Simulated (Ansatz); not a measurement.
# Germanium, simple cubic under revPBE: structure, energy and stiffness, part 2 of 2

Aim: take germanium in the simple cubic structure, relax it, solve it on a dense k-mesh, then scale the cell to 7 volumes from 88 to 112 % of the relaxed one and try a fit of the equation of state. Spin polarisation is left out. The k-meshes are 11×11×11 for the relaxation; 19×19×19 for the dense run; 13×13×13 for the volumes.

Ansatz 0.2.0; DFT, revPBE, plane waves (420 eV) with PAW, scalar-relativistic. The steps go on from the part before.

## (7) Volume × 1.0

This is Ge in the simple cubic structure; at room conditions it is diamond.

input.yaml

```yaml
crystal:
  lattice:
    - [2.7300395176, 0.0, 0.0]
    - [0.0, 2.7300395176, 0.0]
    - [0.0, 0.0, 2.7300395176]
  atoms:
    - { symbol: Ge, position: [0.0, 0.0, 0.0] }
hamiltonian:
  xc: revpbe
  pseudopotentials:
    kind: paw
    azcp:
      Ge: "pseudopotentials/Ge.paw.azcp"
basis:
  ecutwfc: 420
  fft_grid_basis: typed
kpoints:
  mp_grid: { grid: [13, 13, 13], shift: [0, 0, 0] }
magnetization:
  spin_polarized: false
scf:
  occupations: { method: fermi_dirac, width: 0.1 }
  lower_state_search: "off"
output:
  stress: true
```

What it wrote, shortened:

```text
Warning: RAYON_NUM_THREADS=2 ignored (pool sized by the plan → 2); use --threads N
[...]
Pseudopotentials: kind: paw
Pseudopotential: Ge, paw, valence charge 14, recommended cutoff 420 eV (normal), <dir>
Functional definition: revPBE
[...]
Crystal: 1 atoms, lattice volume = 20.347 Å³
Basis set: ecut = 420 eV, 389 PW (Γ)
Bands: 11, of which v1, the nominal top of the filled ones, is band 7 counted from 1 (6 counted from 0)
Symmetry: 48 space group operations
Space group: Pm-3m (ITA 221), of the structure as read, at distance tolerance 2.7e-5 Å
k-points: 84 of 2197
[...]
SCF iter   1: F=—  HF=-4298.814543 eV  |F-HF|=—  |Δ(HF+E_count)|=         —  Δρ=1.64e-3  dr2=2.59e-4  ethr=1.77e-3  ⟨swp⟩=5.2  Hψ=5313  notcnv=0
[...]
SCF iter   6: F=-4298.814251 eV  HF=-4298.814251 eV  |F-HF|=1.38e-9  |Δ(HF+E_count)|=   1.36e-8  Δρ=1.91e-6  dr2=3.67e-10  ethr=7.21e-11  ⟨swp⟩=1.2  Hψ=2775  notcnv=0
[...]
SCF converged after 6 iterations
Free energy (F): -4298.814251 eV
[...]
E sigma→0 (E₀):  -4298.806884 eV
Entropy (-TS):   -0.014734 eV (-14.734 meV/atom)
Fermi energy:    9.839261 eV
[...]
--- Stress (GPa, compression-positive) ---
       -0.105384       0.000000       0.000000
        0.000000      -0.105384       0.000000
        0.000000       0.000000      -0.105384
  P = ⅓ Tr σ = -0.1054 GPa (-1.054 kbar)
```

Wall time 0.79 s (2 threads of an Arm CPU, shared host); peak memory 0.27 GiB.

## (8) Volume × 1.04

Edit input.yaml of step 7 so:

```diff
@@ -2,5 +2,5 @@
   lattice:
-    - [2.7300395176, 0.0, 0.0]
-    - [0.0, 2.7300395176, 0.0]
-    - [0.0, 0.0, 2.7300395176]
+    - [2.76596521, 0.0, 0.0]
+    - [0.0, 2.76596521, 0.0]
+    - [0.0, 0.0, 2.76596521]
   atoms:
```

What it wrote, shortened:

```text
Warning: RAYON_NUM_THREADS=2 ignored (pool sized by the plan → 2); use --threads N
[...]
[... 3 set-up lines as earlier in the session ...]
[...]
Crystal: 1 atoms, lattice volume = 21.161 Å³
Basis set: ecut = 420 eV, 437 PW (Γ)
Bands: 11, of which v1, the nominal top of the filled ones, is band 7 counted from 1 (6 counted from 0)
[... 1 set-up line as earlier in the session ...]
Space group: Pm-3m (ITA 221), of the structure as read, at distance tolerance 2.8e-5 Å
k-points: 84 of 2197
[...]
SCF iter   1: F=—  HF=-4298.808023 eV  |F-HF|=—  |Δ(HF+E_count)|=         —  Δρ=1.70e-3  dr2=2.58e-4  ethr=1.77e-3  ⟨swp⟩=5.2  Hψ=5297  notcnv=0
[...]
SCF iter   6: F=-4298.807719 eV  HF=-4298.807719 eV  |F-HF|=8.64e-11  |Δ(HF+E_count)|=   2.34e-8  Δρ=1.19e-6  dr2=3.01e-10  ethr=3.03e-10  ⟨swp⟩=1.9  Hψ=2999  notcnv=0
[...]
SCF converged after 6 iterations
Free energy (F): -4298.807719 eV
[...]
E sigma→0 (E₀):  -4298.800155 eV
Entropy (-TS):   -0.015127 eV (-15.127 meV/atom)
Fermi energy:    9.292158 eV
[...]
--- Stress (GPa, compression-positive) ---
       -2.378904       0.000000       0.000000
        0.000000      -2.378904       0.000000
        0.000000       0.000000      -2.378904
  P = ⅓ Tr σ = -2.3789 GPa (-23.789 kbar)
```

Run time: 0.78 s. Hardware: 2 threads of an Arm CPU, shared host; peak memory 0.27 GiB.

## (9) Volume × 1.08

Edit input.yaml of step 8 so:

```diff
@@ -2,5 +2,5 @@
   lattice:
-    - [2.76596521, 0.0, 0.0]
-    - [0.0, 2.76596521, 0.0]
-    - [0.0, 0.0, 2.76596521]
+    - [2.8009811451, 0.0, 0.0]
+    - [0.0, 2.8009811451, 0.0]
+    - [0.0, 0.0, 2.8009811451]
   atoms:
```

What it wrote, shortened:

```text
Warning: RAYON_NUM_THREADS=2 ignored (pool sized by the plan → 2); use --threads N
[...]
[... 3 set-up lines as earlier in the session ...]
[...]
Crystal: 1 atoms, lattice volume = 21.975 Å³
Basis set: ecut = 420 eV, 437 PW (Γ)
Bands: 11, of which v1, the nominal top of the filled ones, is band 7 counted from 1 (6 counted from 0)
[... 2 set-up lines as earlier in the session ...]
k-points: 84 of 2197
[...]
SCF iter   1: F=—  HF=-4298.791160 eV  |F-HF|=—  |Δ(HF+E_count)|=         —  Δρ=1.75e-3  dr2=2.61e-4  ethr=1.77e-3  ⟨swp⟩=5.2  Hψ=5295  notcnv=0
[...]
SCF iter   6: F=-4298.790863 eV  HF=-4298.790863 eV  |F-HF|=2.72e-10  |Δ(HF+E_count)|=   3.70e-9  Δρ=7.84e-7  dr2=1.06e-10  ethr=6.18e-11  ⟨swp⟩=2.0  Hψ=2883  notcnv=0
[...]
SCF converged after 6 iterations
Free energy (F): -4298.790863 eV
[...]
E sigma→0 (E₀):  -4298.783079 eV
Entropy (-TS):   -0.015568 eV (-15.568 meV/atom)
Fermi energy:    8.785738 eV
[...]
--- Stress (GPa, compression-positive) ---
       -4.188248       0.000000       0.000000
       -0.000000      -4.188248       0.000000
        0.000000       0.000000      -4.188248
  P = ⅓ Tr σ = -4.1882 GPa (-41.882 kbar)
```

Wall time 0.79 s (2 threads of an Arm CPU, shared host); peak memory 0.27 GiB.

## (10) Volume × 1.12

Edit input.yaml of step 9 so:

```diff
@@ -2,5 +2,5 @@
   lattice:
-    - [2.8009811451, 0.0, 0.0]
-    - [0.0, 2.8009811451, 0.0]
-    - [0.0, 0.0, 2.8009811451]
+    - [2.8351428186, 0.0, 0.0]
+    - [0.0, 2.8351428186, 0.0]
+    - [0.0, 0.0, 2.8351428186]
   atoms:
```

What it wrote, shortened:

```text
Warning: RAYON_NUM_THREADS=2 ignored (pool sized by the plan → 2); use --threads N
[...]
[... 3 set-up lines as earlier in the session ...]
[...]
Crystal: 1 atoms, lattice volume = 22.789 Å³
Basis set: ecut = 420 eV, 461 PW (Γ)
Bands: 11, of which v1, the nominal top of the filled ones, is band 7 counted from 1 (6 counted from 0)
[... 2 set-up lines as earlier in the session ...]
k-points: 84 of 2197
[...]
SCF iter   1: F=—  HF=-4298.766057 eV  |F-HF|=—  |Δ(HF+E_count)|=         —  Δρ=1.77e-3  dr2=2.65e-4  ethr=1.77e-3  ⟨swp⟩=5.2  Hψ=5299  notcnv=0
[...]
SCF iter   6: F=-4298.765789 eV  HF=-4298.765789 eV  |F-HF|=2.63e-9  |Δ(HF+E_count)|=   3.40e-8  Δρ=2.27e-6  dr2=9.87e-10  ethr=2.29e-10  ⟨swp⟩=2.0  Hψ=3114  notcnv=0
[...]
SCF converged after 6 iterations
Free energy (F): -4298.765789 eV
[...]
E sigma→0 (E₀):  -4298.757750 eV
Entropy (-TS):   -0.016078 eV (-16.078 meV/atom)
Fermi energy:    8.315772 eV
[...]
--- Stress (GPa, compression-positive) ---
       -5.626331       0.000000       0.000000
        0.000000      -5.626331       0.000000
        0.000000       0.000000      -5.626331
  P = ⅓ Tr σ = -5.6263 GPa (-56.263 kbar)
```

Wall time 0.8 s (2 threads of an Arm CPU, shared host); peak memory 0.27 GiB.

## (11) Energy and pressure against volume

The cell was scaled evenly, with its shape and the fractional positions fixed.

```
V (Å³/atom)  E − E₀ (meV/atom)  P from the stress (GPa)  P from the fit (GPa)
     17.906               72.0                    10.90                 10.85
     18.720               28.9                     6.35                  6.31
     19.533                6.3                     2.75                  2.72
     20.347                0.0                    -0.11                 -0.14
     21.161                6.8                    -2.38                 -2.42
     21.975               23.8                    -4.19                 -4.24
     22.789               49.2                    -5.63                 -5.68
```

A third-order Birch-Murnaghan fit gives V₀ = 20.302 Å³/atom, B₀ = 64 GPa and B₀′ = 4.7; it misses no point by more than 0.01 meV/atom.

## (12) Outcome

The summary covers parts 1 to 2.

```
                      quantity                               value
space group (spins left aside)                     Pm-3m (No. 221)
             conventional cell                         a = 2.730 Å
                        volume                      20.347 Å³/atom
             shortest distance                             2.730 Å
               gap on the mesh        none (levels filled in part)
           relative to diamond                       +264 meV/atom
 highest ELF outside the cores  0.60, 1.37 Å from the nearest atom
                   V₀, B₀, B₀′         20.302 Å³/atom, 64 GPa, 4.7
```

In words: From the guessed start the volume shrank by 2.1 % in 4 steps. It lies 264 meV/atom above the element's reference form at the same level (diamond, from a run of its own). Levels at the Fermi energy are filled in part, as in a metal. The fitted modulus is 64 GPa. The symmetry was held, so the structure may be unstable against distortions that break it.
